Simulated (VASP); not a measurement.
# In in VASP: single point with PBEsol

Aim: the single point of In with PBEsol.

Program: VASP 6.6.1. These are calculated values, not measurements. Logs are shortened: lines on timing, memory, paths and dates and some standing lists are left out, and cuts for length are marked.

## Step 1: The cell of the first run

The cell holds a slab with vacuum, 5 atoms: a = 3.195 Å, b = 3.369 Å, c = 25.767 Å, α = 90.00°, β = 90.00°, γ = 118.31°.

The slab is cut from a database's or a generator's crystal, which needn't be the stable form of the element.

## Step 2: Single point, PBEsol ((1 0 1) slab cut from the bulk)

The input, INCAR:

```
SYSTEM = In
ALGO     = Fast           ! electronic algorithm
DIPOL    = 0.5 0.5 0.500
EDIFF    = 1E-7           ! SCF threshold, eV
ENCUT    = 520            ! plane-wave cutoff, eV
GGA      = PS             ! functional
IDIPOL   = 3            
ISIF     = 2              ! what is computed and relaxed
ISMEAR   = 0              ! smearing method
LASPH    = .True.         ! aspherical terms in the spheres
LCHARG   = .False.        ! write CHGCAR
LDIPOL   = .True.       
LREAL    = .False.        ! projectors in reciprocal space
LWAVE    = .False.        ! write WAVECAR
NBANDS   = 40             ! bands
NELM     = 100            ! most SCF steps
PREC     = Accurate       ! precision mode
SIGMA    = 0.1            ! smearing width, eV
```

The input, KPOINTS:

```
k-points
0
Gamma
  12 12 1
  0 0 0
```

The input, POSCAR:

```
In
1.0
    3.1948852347      0.0000000000      0.0000000000
   -1.5974426173      2.9656688545      0.0000000000
    0.0000000000      0.0000000000     25.7671829784
In
5
Direct
    0.2901384059      0.5802768119      0.2910679063
    0.5802768119      0.1605536237      0.3955339531
    0.8704152178      0.7408304356      0.5000000000
    0.1605536237      0.3211072475      0.6044660469
    0.4506920297      0.9013840594      0.7089320937
```

Potentials or basis: VASP PAW PBE potentials, release 64 (In_d).

Run with:

```sh
cat potpaw_PBE.64/In_d/POTCAR > POTCAR
mpirun -np 1 vasp_std > vasp.out
```

OUTCAR:

```text
SYSTEM = In
   EDIFF = 1E-7
   ENCUT = 520
   GGA = PS
   ISIF = 2
   ISMEAR = 0
   LASPH = .True.
   LREAL = .False.
   NELM = 100
   PREC = Accurate

 ion  position               nearest neighbor table
   1  0.290  0.580  0.291-   2 3.19   2 3.37   2 3.37
   2  0.580  0.161  0.396-   1 3.19   3 3.19   1 3.37   1 3.37   3 3.37   3 3.37
   3  0.870  0.741  0.500-   4 3.19   2 3.19   2 3.37   4 3.37   2 3.37   4 3.37
   4  0.161  0.321  0.604-   5 3.19   3 3.19   5 3.37   5 3.37   3 3.37   3 3.37
   5  0.451  0.901  0.709-   4 3.19   4 3.37   4 3.37

  LATTYP: Found a base centered orthorhombic cell.
 ALAT       =     3.1948852347
 B/A-ratio  =     1.8565104138
 C/A-ratio  =     8.0651357046

  Lattice vectors:

 A1 = (   1.5974426173,  -2.9656688545,   0.0000000000)
 A2 = (   1.5974426174,   2.9656688545,   0.0000000000)
 A3 = (   0.0000000000,   0.0000000000,  25.7671829784)

Analysis of symmetry for initial positions (statically):
=====================================================================
 Subroutine PRICEL returns:
 Original cell was already a primitive cell.

 Routine SETGRP: Setting up the symmetry group for a
 base centered orthorhombic supercell.

 Subroutine GETGRP returns: Found  4 space group operations
 (whereof  2 operations were pure point group operations)
 out of a pool of  8 trial point group operations.

The static configuration has the point symmetry C_1h.
 The point group associated with its full space group is C_2h.

Analysis of symmetry for dynamics (positions and initial velocities):
=====================================================================
 Subroutine PRICEL returns:
 Original cell was already a primitive cell.

 Routine SETGRP: Setting up the symmetry group for a
 base centered orthorhombic supercell.

 Subroutine GETGRP returns: Found  4 space group operations
 (whereof  2 operations were pure point group operations)
 out of a pool of  8 trial point group operations.

The dynamic configuration has the point symmetry C_1h.
 The point group associated with its full space group is C_2h.

 Subroutine INISYM returns: Found  4 space group operations
 (whereof  2 operations are pure point group operations),
 and found     1 'primitive' translations

----------------------------------------------------------------------------------------

                                     Primitive cell

  volume of cell :     244.1433

  direct lattice vectors                    reciprocal lattice vectors
     3.194885235  0.000000000  0.000000000     0.313000288  0.168596032  0.000000000
    -1.597442617  2.965668855  0.000000000     0.000000000  0.337192063  0.000000000
     0.000000000  0.000000000 25.767182978     0.000000000  0.000000000  0.038809054

  length of vectors
     3.194885235  3.368533015 25.767182978     0.355519061  0.337192063  0.038809054

  position of ions in fractional coordinates (direct lattice)
     0.290138406  0.580276812  0.291067906
     0.580276812  0.160553624  0.395533953
     0.870415218  0.740830436  0.500000000
     0.160553624  0.321107248  0.604466047
     0.450692030  0.901384059  0.708932094

  ion indices of the primitive-cell ions
   primitive index   ion index
                 1           1
                 2           2
                 3           3
                 4           4
                 5           5

----------------------------------------------------------------------------------------

 KPOINTS: k-points

Automatic generation of k-mesh.
 Grid dimensions read from file:
 generate k-points for:   12   12    1

 Generating k-lattice:

  Cartesian coordinates                     Fractional coordinates (reciprocal lattice)
     0.026083357  0.014049669  0.000000000     0.083333333 -0.000000000  0.000000000
     0.000000000  0.028099339  0.000000000     0.000000000  0.083333333  0.000000000
     0.000000000  0.000000000  0.038809054     0.000000000  0.000000000  1.000000000

  Length of vectors
     0.029626588  0.028099339  0.038809054

  Shift w.r.t. Gamma in fractional coordinates (k-lattice)
     0.000000000  0.000000000  0.000000000

 Subroutine IBZKPT returns following result:
 ===========================================

 Found     43 irreducible k-points:

 Following reciprocal coordinates:
            Coordinates               Weight
  0.000000  0.000000  0.000000      1.000000
  0.083333  0.000000  0.000000      4.000000
  0.166667  0.000000  0.000000      4.000000
  0.250000 -0.000000  0.000000      4.000000
  0.333333  0.000000  0.000000      4.000000
  0.416667  0.000000  0.000000      4.000000
[... 16 lines left out ...]
  0.333333  0.166667  0.000000      4.000000
  0.416667  0.166667  0.000000      4.000000
 [... further k-points ...]
   k-points           NKPTS =     43   k-points in BZ     NKDIM =     43   number of bands    NBANDS=     40
   number of dos      NEDOS =    301   number of ions     NIONS =      5
   total plane-waves  NPLWV = 129024
   dimension x,y,z NGX =    24 NGY =   28 NGZ =  192
   dimension x,y,z NGXF=    48 NGYF=   56 NGZF=  384
   ions per type =               5
   NGX,Y,Z   is equivalent  to a cutoff of  12.49, 13.82, 12.39 a.u.
   NGXF,Y,Z  is equivalent  to a cutoff of  24.98, 27.64, 24.78 a.u.
 SYSTEM =  In
   PREC   = accura    normal or accurate (medium, high low for compatibility)
   ISTART =      0    job   : 0-new  1-cont  2-samecut
   ICHARG =      2    charge: 1-file 2-atom 10-const
   ISPIN  =      1    spin polarized calculation?
   LNONCOLLINEAR =      F non collinear calculations
   LSORBIT =      F    spin-orbit coupling
   LASPH  =      T    aspherical Exc in radial PAW
   ENCUT  =  520.0 eV  38.22 Ry    6.18 a.u.   5.94  6.26 47.91*2*pi/ulx,y,z
   NELM   =    100;   NELMIN=  2; NELMDL= -5     # of ELM steps
   EDIFF  = 0.1E-06   stopping-criterion for ELM
   LREAL  =      F    real-space projection
   EDIFFG = 0.1E-05   stopping-criterion for IOM
   NSW    =      0    number of steps for IOM
   IBRION =     -1    ionic relax: 0-MD 1-quasi-New 2-CG
   NFREE  =      0    steps in history (QN), initial steepest desc. (CG)
   ISIF   =      2    stress and relaxation
   ISYM   =      2    0-nonsym 1-usesym 2-fastsym
   POTIM  = 0.5000    time-step for ionic-motion
   TEBEG  =    0.0;   TEEND  =   0.0 temperature during run
   PSTRESS=    0.0 pullay stress
   NELECT =      65.0000    total number of electrons
   NUPDOWN=      -1.0000    fix difference up-down
   EMIN   =  10.00;   EMAX   =-10.00  energy-range for DOS
   EFERMI =   0.00;   METHOD = LEGACY
   ISMEAR =     0;   SIGMA  =   0.10  broadening in eV -4-tet -1-fermi 0-gaus
   EFERMI_NEDOS =   21; number of points for ismear=-14 and -15
   IALGO  =     68    algorithm
   IMIX   =      4    mixing-type and parameters
     AMIX     =   0.40;   BMIX     =  1.00
     AMIX_MAG =   1.60;   BMIX_MAG =  1.00
  volume/ion in A,a.u.               =      48.83       329.51
  Fermi-wavevector in a.u.,A,eV,Ry     =   1.053168  1.990199 15.091077  1.109163
  Thomas-Fermi vector in A             =   2.188279
   LORBIT       =      0    0 simple, 1 ext, 2 COOP (PROOUT), +10 PAW based schemes
   GGA     = PS    functional components
   LHFCALC =     F    Hartree Fock is set to
   AEXX    =    0.0000 exact exchange contribution
   IVDW    =     0    specifies the selected vdW correction
   LEPSILON=     F    determine dielectric tensor
   LRPA    =     F    only Hartree local field effects (RPA)
 non-spin polarized calculation
 RMM-DIIS sequential band-by-band and
 Gauss-broadening in eV      SIGMA  =   0.10
  energy-cutoff  :      520.00
  volume of cell :      244.14
 maximum number of plane-waves:      6617
   NGX = 11   NGY = 13   NGZ = 95

 number of electron      65.0000007 magnetization

 dipolmoment           0.000000      0.000000     -0.000002 electrons x Angstroem

 Free energy of the ion-electron system (eV)
  ---------------------------------------------------
  ext. energy  EPLUGINS =         0.00000000
  ---------------------------------------------------
  free energy    TOTEN  =       -14.40984108 eV

  energy without entropy =      -14.39644871  energy(sigma->0) =      -14.40314490

 E-fermi :   2.1201     XC(G=0):  -6.1005

 val. band max:        2.0891703951   @ k =  -0.4167   0.1667   0.0000
 cond. band min:       2.1697376718   @ k =   0.3333   0.3333   0.0000
 fundamental gap:      0.0805672767
 Fermi energy:         2.1201301522

 k-point     1 :       0.0000    0.0000    0.0000
  band No.  band energies     occupation
      1     -12.5315      2.00000
      2     -12.5103      2.00000
      3     -12.5092      2.00000
      4     -12.5000      2.00000
      5     -12.4855      2.00000
      6     -12.4836      2.00000
[... 32 lines left out ...]
     39       9.6202      0.00000
     40      10.1778      0.00000

 k-point     2 :       0.0833    0.0000    0.0000
  band No.  band energies     occupation
      1     -12.5170      2.00000
      2     -12.4972      2.00000
      3     -12.4918      2.00000
      4     -12.4834      2.00000
      5     -12.4637      2.00000
      6     -12.4618      2.00000
[... 32 lines left out ...]
     39       9.0947      0.00000
     40       9.4868      0.00000

 k-point     3 :       0.1667    0.0000    0.0000
  band No.  band energies     occupation
      1     -12.4934      2.00000
      2     -12.4881      2.00000
      3     -12.4778      2.00000
      4     -12.4527      2.00000
      5     -12.4379      2.00000
      6     -12.4124      2.00000
[... 853 lines left out ...]
  band No.  band energies     occupation
      1     -12.5594      2.00000
      2     -12.5108      2.00000
      3     -12.5001      2.00000
      4     -12.4921      2.00000
      5     -12.4687      2.00000
      6     -12.4423      2.00000
[... 32 lines left out ...]
     39       4.6696      0.00000
     40       5.2020      0.00000

 k-point    24 :       0.4167    0.1667    0.0000
  band No.  band energies     occupation
      1     -12.5723      2.00000
      2     -12.5138      2.00000
      3     -12.5112      2.00000
      4     -12.4915      2.00000
      5     -12.4815      2.00000
      6     -12.4651      2.00000
[... 32 lines left out ...]
     39       4.9204      0.00000
     40       5.4019      0.00000

 [... further k-points ...]

------------------------ aborting loop because EDIFF is reached ----------------------------------------

 vacuum level on the upper side and lower side of the slab       (xc-potential included)        -0.114        -0.114

  FORCE on cell =-STRESS in cart. coord.  units (eV):
  Direction    XX          YY          ZZ          XY          YZ          ZX
  --------------------------------------------------------------------------------------
  -------------------------------------------------------------------------------------
  Total       -0.9418540     -1.5103560     -0.0524829     -0.0000000      0.1584830      0.0000000
  in kB       -6.1808656     -9.9116292     -0.3444161     -0.0000000      1.0400360      0.0000000
  external PRESSURE =      -5.4789703 kB  Pullay stress =       0.0000000 kB

 VOLUME and BASIS-vectors are now :
 -----------------------------------------------------------------------------
  energy-cutoff  :      520.00
  volume of cell :      244.14
      direct lattice vectors                 reciprocal lattice vectors
     3.194885235  0.000000000  0.000000000     0.313000288  0.168596032  0.000000000
    -1.597442617  2.965668855  0.000000000     0.000000000  0.337192063  0.000000000
     0.000000000  0.000000000 25.767182978     0.000000000  0.000000000  0.038809054

 POSITION                                       TOTAL-FORCE (eV/Angst)
 -----------------------------------------------------------------------------------
     -0.00000      1.72091      7.50000        -0.000000     -0.013562     -0.008664
      1.59744      0.47615     10.19180        -0.000000     -0.002232      0.015828
      1.59744      2.19706     12.88359         0.000000      0.000000      0.000000
     -0.00000      0.95230     15.57539         0.000000      0.002232     -0.015828
      0.00000      2.67321     18.26718         0.000000      0.013562      0.008664
 -----------------------------------------------------------------------------------
    total drift:                                0.000131      0.000060     -0.000180

  FREE ENERGIE OF THE ION-ELECTRON SYSTEM (eV)
  ---------------------------------------------------
  free  energy   TOTEN  =       -14.4098410778 eV

  energy  without entropy=      -14.3964487135  energy(sigma->0) =      -14.40314490

 vacuum level on the upper side and lower side of the slab         5.966         5.966
```

It took 9.6 min on 1 thread of Intel Xeon Platinum 8488C (Sapphire Rapids), shared host; peak memory 0.53 GiB.

Results:

```
Free energy            : -14.4098 eV
Largest force          : 0.016 eV/Å
Band gap on the k mesh : none (metal or under the smearing width)
```

Forces in eV/Å, atoms in the order of the input:
```
In   0.000 -0.014 -0.009
In   0.000 -0.002  0.016
In   0.000  0.000  0.000
In   0.000  0.002 -0.016
In   0.000  0.014  0.009
```

Caveat: the PAW data sets were made with another functional, which shifts forces and pressure a little.
